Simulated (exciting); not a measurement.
**Zr: equation of state with PBEsol**

Crystal: Zr.

```
CELL_PARAMETERS angstrom
3.23200 0.00000 0.00000
-1.61600 2.79899 0.00000
0.00000 0.00000 5.14700
ATOMIC_POSITIONS crystal
Zr 0.66667 0.33333 0.75000
Zr 0.33333 0.66667 0.25000
```

```yaml
Program: exciting (release sodium)
Task: equation of state
Functional: PBEsol
Potentials_or_basis: all-electron LAPW+lo, shipped species files, valence relativity iora*
rgkmax: 9
k_mesh: 9 × 9 × 5
Occupations: fermi-dirac, width 0.05 eV
Spin: no spin polarisation
```

- Equilibrium volume: 22.49 Å³/atom
- Bulk modulus at fixed shape and positions: 101 GPa
- Pressure derivative of the bulk modulus: 3.6

Energy against volume, from the lowest point:
```
volume (Å³/atom)  energy (meV/atom)
          21.884               5.16
          22.350               0.00
          22.815               1.14
          23.281               7.89
          23.746              19.88
          24.212              36.58
          24.678              57.52
```

Caveat: the cell was scaled at fixed shape and fractional positions, which overstates the stiffness of a crystal with free parameters, most of all of layers and chains.
